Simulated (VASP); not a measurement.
Here is a VASP 6.6.1 calculation.

The input INCAR:

```
PREC     = Accurate       # precision mode
ENCUT    = 520            # plane-wave cutoff, eV
EDIFF    = 1E-6           # SCF threshold, eV
ISMEAR   = -1             # smearing method
SIGMA    = 0.05           # smearing width, eV
LREAL    = F              # projectors in reciprocal space
LASPH    = T              # aspherical terms in the spheres
NELM     = 100            # most SCF steps
ALGO     = Normal         # electronic algorithm
ISIF     = 2              # what is computed and relaxed
LWAVE    = F              # write WAVECAR
LCHARG   = F              # write CHGCAR
GGA      = B5             # functional
ALDAX    = 1.0          
AGGAX    = 1.0          
AGGAC    = 1.0          
ALDAC    = 0.0          
IVDW     = 13             # dispersion correction
VDW_S6   = 1.0          
VDW_S8   = 2.34076671   
VDW_A1   = 0.44488865   
VDW_A2   = 4.0933009    
NBANDS   = 16             # bands
```

The input KPOINTS:

```
regular mesh
0
Gamma
  8 8 8
```

POSCAR

```
GaSb
1.0
    0.0000000000      3.0590000000      3.0590000000
    3.0590000000      0.0000000000      3.0590000000
    3.0590000000      3.0590000000      0.0000000000
Sb Ga
1 1
Direct
    0.7500000000      0.7500000000      0.7500000000
    0.0000000000      0.0000000000      0.0000000000
```

Potentials or basis: VASP PAW PBE potentials, release 64 (Sb, Ga_d).

Launch:

```console
$ cat potpaw_PBE.64/Sb/POTCAR potpaw_PBE.64/Ga_d/POTCAR > POTCAR
$ mpirun -np 1 vasp_std > vasp.out
```

Problem. Estimate the dispersion energy per atom.

Solution. -0.795 eV.

Problem. What does it give for the pressure?

Solution. 0.6 GPa.

Problem. Predict the band gap on the k mesh.

Solution. Zero (filled and empty bands touch).

Caveat: the PAW data sets were made with another functional, which shifts forces and pressure a little; spin-orbit coupling is left out, which moves the levels of the heavy elements; pairwise dispersion overbinds metals, which lowers pressure and volume.

**What was measured.**

From a printed reference work, data compilation, for a bulk crystal of GaSb at 4.2 K: band gap 0.811 eV (direct).

A measured gap of GaSb is 0.811 eV (direct; 4.2 K; a printed reference work, data compilation); the calculated 0.00 eV misses it by -0.81 eV. Spin-orbit coupling on Ga, Sb is left out. The value is that of BLYP+D4 on a finite k mesh, which can miss the band edges, without temperature or zero-point motion. Semilocal functionals fall short of measured gaps as a rule.
